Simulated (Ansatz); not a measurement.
Write the native input for Ansatz 0.2.0 that does the following.

* Task: projected density of states
* Functional: PBEsol
* Potentials or basis: Ansatz PAW
* Cutoff: 420 eV (not typed: the program's choice for these potentials)
* k mesh: 5 × 5 × 2
* Occupations: fermi-dirac, width 0.05 eV
* Spin: no spin polarisation

La:

```xyz
4
Lattice="3.7700 0.0000 0.0000 -1.8850 3.2649 0.0000 0.0000 0.0000 12.1590" Properties=species:S:1:pos:R:3 pbc="T T T"
La    1.8850    1.0883    3.0398
La    0.0000    2.1766    9.1193
La    0.0000    0.0000    6.0795
La    0.0000    0.0000    0.0000
```

These files were run (other wordings do the same):

input.yaml

```yaml
crystal:
  lattice:
    - [3.77, 0.0, 0.0]
    - [-1.885, 3.2649157723, 0.0]
    - [0.0, 0.0, 12.159]
  atoms:
    - { symbol: La, position: [0.6666666667, 0.3333333333, 0.25] }
    - { symbol: La, position: [0.3333333333, 0.6666666667, 0.75] }
    - { symbol: La, position: [0.0, 0.0, 0.5] }
    - { symbol: La, position: [0.0, 0.0, 0.0] }
hamiltonian:
  xc: pbesol
  pseudopotentials: { kind: paw }
kpoints:
  mp_grid: { grid: [5, 5, 2] }
scf:
  occupations: { method: fermi_dirac, width: 0.05 }
  n_extra_bands: 10
output:
  forces: true
  stress: true
  eigenvalues: true
  dos: { projected: true, de: 0.05, nscf_kmesh: { grid: [8, 8, 3] } }
  write_density: true
  write_potential: true
  elf: true
  volumetric_format: npy
```

Potentials or basis: Ansatz PAW.

The run is started by

```console
$ ansatz run input.yaml --threads 2 --pin off --max-ram 5632MiB --backend cpu --events-out ev --progress --plain --runs-dir out
```

It gave:

| Quantity | Value |
| --- | --- |
| Pressure | -2.0 GPa |
| Band gap on the k mesh | none (metal or under the smearing width) |
| Density of states at the Fermi level | 5.12 states/eV per cell |

Caveat: the k mesh is coarse (spacing up to 0.38 Å⁻¹), so the values aren't converged; the PAW data sets come from PBE, with cores solved anew for the run's functional, which leaves a small shift of forces and pressure; the density of states is complete only up to the lowest level of the last band computed.

Wall time 3.2 s on 2 threads of Intel(R) Xeon(R) 6975P-C (Granite Rapids) (shared host), peak memory 0.49 GiB.
